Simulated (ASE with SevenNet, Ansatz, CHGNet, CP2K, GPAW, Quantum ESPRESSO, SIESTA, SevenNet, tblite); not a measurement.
# Running generalised stacking fault on (111) (glide set) of a GaP-AlP solid solution (72 atoms) with machine-learned potentials

Aim: run generalised stacking fault on (111) (glide set) of a GaP-AlP solid solution (72 atoms) in machine-learned potentials and see how near its forces come to a plane-wave reference, and at what cost.

Method: the method is named at each step, in ASE with SevenNet.

**1. The structure**

The cell holds 72 atoms: 18 Al, 36 P and 18 Ga. Its edges and angles: a = 6.683 Å, b = 11.576 Å, c = 19.136 Å, α = 90.0°, β = 86.7°, γ = 90.0°. Zinc-blende GaP lattice (a = 5.4569 Å, the value set for the mixture), cell with z along [111], 1 x 3 x 2 periods; the third cell vector is tilted by 0.167 of 1/2[11-2] and lengthened by 0.2 Å, so the cell holds one fault (glide set); displaced by a Gaussian of 0.01 Å; 18 of 36 Ga sites given to Al at random (lattice constant by Vegard's rule between GaP and AlP). Then every atom was moved at random, 0.02 Å r.m.s. a Cartesian component. The structure's axis is c.

The yardstick, on the same geometry:

```
method                                           : Kohn-Sham DFT, PBE, PAW, plane waves (Ansatz 0.2.0); cutoff 420 eV, Γ point, fermi-dirac smearing of 0.05 eV; PAW set soft_2
r.m.s. force component                           : 0.5074 eV/Å
longest force                                    : 3.049 eV/Å
pressure                                         : 2.982 GPa
gap (highest filled to lowest empty level) : 0.4477 eV
SCF cycles                                       : 9
time                                             : 18 s on 4 threads of Arm Neoverse V1, shared host
CPU time                                         : 68 s
```

**2. SevenNet l3i5 potential**

Method: machine-learned interatomic potential SevenNet l3i5, trained on PBE(+U) plane-wave data.

Contents of run.py:

```python
import numpy as np
from ase.io import read
import mlip  # loads the published weights by name

atoms = read("structure.xyz")
atoms.calc = mlip.calc("7net-l3i5")
energy = atoms.get_potential_energy()
forces = atoms.get_forces()
print(f"energy {energy:.6f} eV")
print("forces (eV/A)")
for i, (a, f) in enumerate(zip(atoms, forces)):
    print(f"{i:4d} {a.symbol:2s} {f[0]:10.5f} {f[1]:10.5f} {f[2]:10.5f}")
stress = -atoms.get_stress(voigt=False) * 160.21766
print("stress (GPa, compression positive)")
for row in stress:
    print(" ".join(f"{x:10.4f}" for x in row))
```

Contents of structure.xyz:

```xyz
72
Lattice="6.68331 0.00000 0.00000 0.00000 11.57583 0.00000 1.11391 0.00000 19.10326" Properties=species:S:1:pos:R:3 pbc="T T T"
Al 3.35804 1.92946 0.38417
P 3.35373 1.89971 2.75507
Ga 5.57636 1.91985 3.54748
P 5.60989 1.95597 5.92316
Ga 0.02318 0.00116 0.38493
P 6.66192 0.00000 2.79882
Al 2.23249 11.56541 3.55072
P 2.26547 0.01968 5.91819
Ga 4.46668 0.00706 6.68022
P 4.47940 0.01771 9.08417
Al 3.30091 5.76662 0.38207
P 3.35521 5.83862 2.74266
Ga 5.53184 5.78896 3.56562
P 5.55359 5.76418 5.89183
Al 6.69214 3.83114 0.42428
P 6.67243 3.81817 2.74877
Ga 2.22107 3.87570 3.52799
P 2.20426 3.89828 5.94818
Al 4.43523 3.88276 6.65443
P 4.47912 3.87038 9.02553
Ga 1.12703 1.94208 6.68824
P 1.11199 1.94995 9.02763
Ga 3.35097 1.94659 9.83340
P 3.34501 1.94127 12.17260
Al 5.58703 1.93027 12.99270
P 5.52679 1.90654 15.36494
Ga 6.67959 0.00914 9.81965
P 6.69452 11.53566 12.18922
Al 2.19211 11.57490 12.99843
P 2.22646 0.00891 15.35959
Ga 4.45591 0.02500 16.11188
P 4.49221 11.54886 18.50877
Ga 3.34543 9.63908 0.38226
P 3.33823 9.63561 2.76883
Al 5.56305 9.69707 3.55760
P 5.56381 9.67855 5.90998
Ga 6.66793 7.75627 0.39295
P 6.69499 7.71541 2.76539
Al 2.22042 7.69075 3.56047
P 2.26342 7.72513 5.92660
Al 4.47719 7.72837 6.68748
P 4.44916 7.70707 9.09392
Ga 1.10567 5.79833 6.68194
P 1.11004 5.77194 9.10079
Al 3.32086 5.78699 9.84315
P 3.36230 5.79972 12.22609
Al 5.56506 5.76523 13.02861
P 5.53685 5.80076 15.32540
Al 6.68015 3.87570 9.86702
P 6.68480 3.81759 12.23793
Al 2.23205 3.86702 13.01639
P 2.20910 3.86031 15.39990
Ga 4.48669 3.79178 16.16308
P 4.49385 3.83403 18.51966
Al 1.09853 1.91869 16.15410
P 1.15354 1.93166 18.50495
[... 12 atom lines left out ...]
Ga 1.09046 5.78386 16.15085
P 7.76247 5.82125 18.55882
Al 1.11865 9.64961 16.16441
P 1.13361 9.60099 18.56780
```

Launch:

```bash
$ OMP_NUM_THREADS=1 python run.py > output.txt
```

Output:

```text
energy -345.923584 eV
forces (eV/A)
   0 Al   -0.08546   -0.70183    1.33292
   1 P    -0.28402    0.24860   -0.33154
   2 Ga   -0.03696   -0.00479    0.24368
   3 P    -0.45252    0.01560   -0.16262
   4 Ga   -0.06624   -0.04526    1.36219
   5 P     0.45942    0.07050   -0.62988
   6 Al   -0.04550    0.05944    0.05998
   7 P    -0.39811   -0.40885   -0.15495
   8 Ga    0.14169    0.31694    0.37072
   9 P    -0.42746   -0.29399   -0.29352
  10 Al   -0.07422    0.70141    0.79506
  11 P    -0.37911   -0.45235   -0.38638
  12 Ga    0.55988   -0.07242   -0.32178
  13 P     0.03635    0.45962    0.21403
  14 Al   -0.06019    0.67896    0.84805
  15 P    -0.09305    0.42879   -0.07968
  16 Ga    0.21215   -0.06665    0.21866
  17 P     0.24906   -0.20602   -0.59370
  18 Al    0.05652   -0.36150    0.31337
  19 P    -0.14792    0.18278    0.04985
  20 Ga    0.09386   -0.07292    0.03476
  21 P     0.01842    0.10251    0.33692
  22 Ga   -0.03622    0.02422   -0.16481
  23 P    -0.04178   -0.08120    0.53941
[...]
64 Ga   -0.26141    0.67195    0.45346
  65 P    -0.26700    0.39576   -0.03696
  66 Ga   -0.18756    0.02644    0.02151
  67 P     0.11324   -0.68071   -0.61412
  68 Ga   -0.02941    0.11515    0.30109
  69 P     0.11987   -0.75148   -1.04403
  70 Al    0.01568   -0.21776    0.17644
  71 P     0.12278    1.74679   -2.37721
stress (GPa, compression positive)
    1.5608    -0.0647    -0.0004
   -0.0647     4.9400    -0.0466
   -0.0004    -0.0466     1.6189
```

The job ended after 13 s (1 thread of Arm Neoverse V1, shared host; peak memory 1.1 GiB).

Banners, paths, timers and routine set-up lines are dropped from the logs unmarked, and long logs keep their key lines alone; longer cuts are marked.

Compared with the plane-wave run:

| Item | Value |
| --- | --- |
| r.m.s. force component | 0.4549 eV/Å |
| r.m.s. difference of force components | 139.8 meV/Å |
| longest difference of force vectors | 374.7 meV/Å |
| force difference over r.m.s. force | 27.55 % |
| slope of forces against the reference's | 0.864 |
| correlation of force components | 0.9637 |
| pressure | 2.707 GPa |
| pressure difference | -0.2757 GPa |

Length of the force difference by element (eV/Å):

```
element  atoms  mean  most
     Al     18  0.18  0.29
     Ga     18  0.24  0.37
      P     36  0.25  0.37
```

Local excerpt of 9 atoms (numbers count through the whole input) about P44, picked at random; x, y, z are measured from there.

```
atom      x      y      z  distance (Å)  bonds     Fx     Fy  Fz (eV/Å)
 P44   0.00   0.00   0.00          0.00      4  -0.10   0.31      -0.31
Al49  -1.11  -1.90   0.77          2.33      4  -0.06  -0.31       0.01
Al45   2.21   0.02   0.74          2.33      4   0.24  -0.18       0.17
Ga63  -1.17   1.96   0.76          2.40      4   0.58   0.01       0.01
Ga43   0.00   0.03  -2.42          2.42      4  -0.13   0.16       0.36
 P20  -3.31  -1.90  -0.08          3.82      4  -0.15   0.18       0.05
 P22   0.00  -3.82  -0.07          3.82      4   0.02   0.10       0.34
 P18   1.09  -1.87  -3.15          3.83      4   0.25  -0.21      -0.59
 P64  -1.12   1.94   3.11          3.83      4  -0.01  -0.32       0.14
```

Atoms are counted from 1 here, from 0 in the log.

Forces lie 28 % from the reference's, at 0.13 times its CPU time (on 1 against 4 cores).

**3. SevenNet 0 potential**

Method: machine-learned interatomic potential SevenNet 0, trained on PBE(+U) plane-wave data.

run.py: that of step 2 with these lines changed.

```diff
@@ -5,3 +5,3 @@
 atoms = read("structure.xyz")
-atoms.calc = mlip.calc("7net-l3i5")
+atoms.calc = mlip.calc("7net-0")
 energy = atoms.get_potential_energy()
```

structure.xyz is that of step 2.

Output:

```text
energy -346.473846 eV
forces (eV/A)
   0 Al   -0.06804   -0.86015    1.07561
   1 P    -0.25813    0.26787   -0.13141
   2 Ga   -0.05396   -0.00363    0.24316
   3 P    -0.45838    0.04953   -0.13696
   4 Ga   -0.05346   -0.27099    1.00314
   5 P     0.40839    0.06487   -0.48169
   6 Al   -0.02845   -0.03173    0.09112
   7 P    -0.44199   -0.28983   -0.12376
   8 Ga    0.14003    0.28978    0.31754
   9 P    -0.41645   -0.33979   -0.30209
  10 Al   -0.07217    0.80309    0.55963
  11 P    -0.36239   -0.45475   -0.25809
  12 Ga    0.51167   -0.01397   -0.31003
  13 P     0.07227    0.38199    0.24153
  14 Al   -0.06968    0.70531    0.53758
  15 P    -0.09632    0.42870    0.10940
  16 Ga    0.22856   -0.07969    0.18181
  17 P     0.26772   -0.25882   -0.57039
  18 Al    0.07962   -0.29621    0.28210
  19 P    -0.11166    0.15107    0.04166
  20 Ga    0.12275   -0.06538   -0.02470
  21 P     0.00886    0.02905    0.33174
  22 Ga   -0.03893    0.08883   -0.15950
  23 P    -0.02489   -0.11373    0.56845
[...]
64 Ga   -0.21632    0.69541    0.43526
  65 P    -0.20036    0.41113   -0.22414
  66 Ga   -0.18002    0.03532    0.29829
  67 P     0.15805   -0.79461   -0.68335
  68 Ga   -0.05600    0.10866    0.61869
  69 P     0.02327   -1.01285   -1.24093
  70 Al    0.03359   -0.15876    0.44520
  71 P     0.09775    1.88294   -2.28471
stress (GPa, compression positive)
    1.5573    -0.0923     0.0112
   -0.0923     5.1170    -0.0122
    0.0112    -0.0122     1.9902
```

It took 7.5 s on 1 thread; peak memory 0.81 GiB.

Numbers from this run, and their distance from the reference:

```yaml
r_m_s_force_component: 0.444 eV/Å
r_m_s_difference_of_force_components: 148.7 meV/Å
longest_difference_of_force_vectors: 406 meV/Å
force_difference_over_r_m_s_force: 29.31 %
slope_of_forces_against_the_reference_s: 0.8399
correlation_of_force_components: 0.9598
pressure: 2.888 GPa
pressure_difference: -0.0941 GPa
```

Against the first run (28 %), the force difference from the reference is 29 %, at 0.78 times the CPU time.

**4. The ladder**

Differences are against the plane-wave reference, forces as r.m.s. over components; share is that over the reference's r.m.s. force, slope the least-squares factor from reference forces to these. Total energies of different programs have different zeros and aren't compared.

```
                    run  Δ force, r.m.s. (meV/Å)  share (%)  slope  Δ pressure (GPa)  cores  CPU time  memory (GiB)
              reference                        -          -      -                 -      4      68 s           1.6
SevenNet l3i5 potential                      140       27.5  0.864            -0.276      1       9 s           1.1
   SevenNet 0 potential                      149       29.3  0.840           -0.0941      1     7.1 s          0.81
```

Times of the machine-learned potentials are mostly Python's start and the loading of weights.

CPU time is summed over cores on a shared host, where runs went side by side, so it is rough. Symmetry, cutoffs, thresholds, outputs and thread counts weren't matched or tuned between programs; memory under MPI is the largest rank's times the ranks.

**5. Results**

```
nearest in forces : SevenNet l3i5 potential, 28 %
its CPU time      : 9 s
```

What this shows: Machine-learned potentials differ by 28 % (SevenNet l3i5 potential) to 29 % (SevenNet 0 potential); they were trained on other programs' data. Among those trained on PBE data the slope goes as low as 0.84, which softening far from their training structures can give, though the reference's k-sampling is untested too. Machine-learned potentials mimic data converged in k, so the reference's own k-point error enters their differences. The reference's stress is far from hydrostatic: its diagonal is -2.8, 10.0, 1.7 GPa, compression counted positive. The host structure and its lattice constant were typed by rule, without a check against the phase diagram. The reference's pressure of 3.0 GPa belongs to a cell and atoms that aren't relaxed at this level. The electronic-structure runs sample only Γ, in a cell whose shortest periodic width is 7 Å.

[Also dropped from logs without a mark: logging warnings of Python, and SIESTA's first energy breakdown and zero terms.]

[Logs are printed without paths, hosts, clocks, repeated set-up lines and the standing remarks that a program may print on its own settings, such as how far it seeks lower states.]

[Hosts, paths, dates, database ids (printed as entryN), source tags and the programs' standing remarks are cut or masked in the printed files.]
